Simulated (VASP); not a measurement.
## VASP 6.6.1 run: LiCl

INCAR

```
ISYM = 0
LWAVE = .FALSE.
LCHARG = .FALSE.
IVDW = 12
NELM = 120
IBRION = -1
PREC = Accurate
EDIFF = 1E-7
SIGMA = 0.01
LASPH = .TRUE.
ENCUT = 520
LREAL = .FALSE.
GGA = PS
NBANDS = 12
ISMEAR = 0
ISIF = 2
NSW = 0
```

KPOINTS

```
KPOINTS created by Atomic Simulation Environment
0
Gamma
4 4 4
0 0 0
```

POSCAR

```
Li Cl
 1.0000000000000000
    -0.0000000000000000    2.5560369973268311    2.5560369973268311
     2.5560369973268311   -0.0000000000000000    2.5560369973268311
     2.5560369973268311    2.5560369973268311   -0.0000000000000000
 Li  Cl
   1   1
Cartesian
  0.0000000000000000 -0.0000000000000000 -0.0000000000000000
  2.5560369973268307  2.5560369973268307  2.5560369973268307
```

The recommended PBE PAW datasets give the neutral cell 10 valence electrons.

Command

```
mpirun -np 1 vasp_std
```

OSZICAR

```
N       E                     dE             d eps       ncg     rms          rms(c)
DAV:   1     0.410204935516E+02    0.41020E+02   -0.40395E+03   864   0.758E+02
DAV:   2    -0.520333312946E+01   -0.46224E+02   -0.43738E+02  1092   0.144E+02
DAV:   3    -0.761696014053E+01   -0.24136E+01   -0.24052E+01  1128   0.339E+01
DAV:   4    -0.768384010042E+01   -0.66880E-01   -0.66863E-01  1244   0.580E+00
DAV:   5    -0.768445256220E+01   -0.61246E-03   -0.61245E-03  1116   0.525E-01    0.228E+00
DAV:   6    -0.762819427442E+01    0.56258E-01   -0.11106E-01  1060   0.154E+00    0.155E+00
DAV:   7    -0.762705740677E+01    0.11369E-02   -0.34918E-02  1316   0.990E-01    0.755E-01
DAV:   8    -0.762899408883E+01   -0.19367E-02   -0.36240E-03   992   0.425E-01    0.107E-01
DAV:   9    -0.762898646647E+01    0.76224E-05   -0.15496E-04  1088   0.871E-02    0.381E-02
DAV:  10    -0.762901811377E+01   -0.31647E-04   -0.49904E-05  1056   0.486E-02    0.303E-02
DAV:  11    -0.762901653518E+01    0.15786E-05   -0.72926E-06  1108   0.169E-02    0.204E-03
DAV:  12    -0.762901653270E+01    0.24817E-08   -0.17988E-07  1040   0.348E-03
   1 F= -.79950801E+01 E0= -.79950801E+01  d E =0.000000E+00
```

From OUTCAR

```
k-points           NKPTS =     36   k-points in BZ     NKDIM =     36   number of bands    NBANDS=     12

   NELECT =      10.0000    total number of electrons

   dimension x,y,z NGX =    28 NGY =   28 NGZ =   28
   dimension x,y,z NGXF=    56 NGYF=   56 NGZF=   56

  energy-cutoff  :      520.00
  volume of cell :       33.40
      direct lattice vectors                 reciprocal lattice vectors
     0.000000000  2.556036997  2.556036997    -0.195615322  0.195615322  0.195615322
     2.556036997  0.000000000  2.556036997     0.195615322 -0.195615322  0.195615322
     2.556036997  2.556036997  0.000000000     0.195615322  0.195615322 -0.195615322

 k-points in reciprocal lattice and weights: KPOINTS created by Atomic Simulation Env
   0.00000000  0.00000000  0.00000000       0.016
   0.25000000  0.00000000  0.00000000       0.031
   0.00000000  0.25000000  0.00000000       0.031
   0.00000000  0.00000000  0.25000000       0.031
   0.25000000  0.25000000  0.25000000       0.031
   0.50000000  0.00000000  0.00000000       0.016
   0.00000000  0.50000000  0.00000000       0.016
   0.00000000  0.00000000  0.50000000       0.016
   ...

 E-fermi :   0.8232

 k-point     1 :       0.0000    0.0000    0.0000
  band No.  band energies     occupation
      1     -42.1905      2.00000
      2     -12.8093      2.00000
      3       0.6193      2.00000
      4       0.6193      2.00000
      5       0.6193      2.00000
      6       6.8112      0.00000
      7      12.4355      0.00000
      8      12.4355      0.00000
      9      12.4355      0.00000
     10      15.0879      0.00000
     11      15.0880      0.00000
     12      15.0888      0.00000

 k-point     2 :       0.2500    0.0000    0.0000
  band No.  band energies     occupation
      1     -42.1890      2.00000
      2     -12.5299      2.00000
      3      -1.0226      2.00000
      4       0.4785      2.00000
      5       0.4785      2.00000
      6       7.6872      0.00000
      7      11.2166      0.00000
      8      11.2166      0.00000
      9      11.4863      0.00000
     10      14.4983      0.00000
     11      14.4983      0.00000
     12      16.0908      0.00000

 k-point     3 :       0.0000    0.2500    0.0000
  band No.  band energies     occupation
      1     -42.1890      2.00000
      2     -12.5299      2.00000
      3      -1.0226      2.00000
      4       0.4785      2.00000
      5       0.4785      2.00000
      6       7.6872      0.00000
      7      11.2166      0.00000
      8      11.2166      0.00000
      9      11.4863      0.00000
     10      14.4983      0.00000
     11      14.4983      0.00000
     12      16.0908      0.00000

 k-point     4 :       0.0000    0.0000    0.2500
  band No.  band energies     occupation
      1     -42.1890      2.00000
      2     -12.5299      2.00000
      3      -1.0226      2.00000
      4       0.4785      2.00000
      5       0.4785      2.00000
      6       7.6872      0.00000
      7      11.2166      0.00000
      8      11.2166      0.00000
      9      11.4863      0.00000
     10      14.4983      0.00000
     11      14.4983      0.00000
     12      16.0908      0.00000

 ...

  Total      -0.55647    -0.55647    -0.55647     0.00004     0.00004     0.00004
  in kB     -26.69440   -26.69448   -26.69425     0.00174     0.00170     0.00171
  external pressure =      -26.69 kB  Pullay stress =        0.00 kB

 POSITION                                       TOTAL-FORCE (eV/Angst)
 -----------------------------------------------------------------------------------
      0.00000      0.00000      0.00000         0.000001     -0.000002      0.000000
      2.55604      2.55604      2.55604        -0.000001      0.000002     -0.000000
 -----------------------------------------------------------------------------------
    total drift:                                0.000002     -0.000003      0.000001

  FREE ENERGIE OF THE ION-ELECTRON SYSTEM (eV)
  ---------------------------------------------------
  free  energy   TOTEN  =        -7.9950800676 eV

  energy  without entropy=       -7.9950800676  energy(sigma->0) =       -7.99508007
```

It converged. Results: gap between bands v and c on the k mesh 6.19 eV; least direct gap on the k mesh 6.19 eV; pressure -2.7 GPa. Band v is the last that the valence electrons fill when counted band by band, and c is the next.

For comparison, a separate PBEsol run of the intended cell, on usual settings and not on those above, gives a gap of 6.20 eV on its mesh and a pressure of -1.0 GPa.

The run above took about 6.5 s on one core of a shared host (Intel Xeon 6975P-C) and held 0.15 GiB at most.
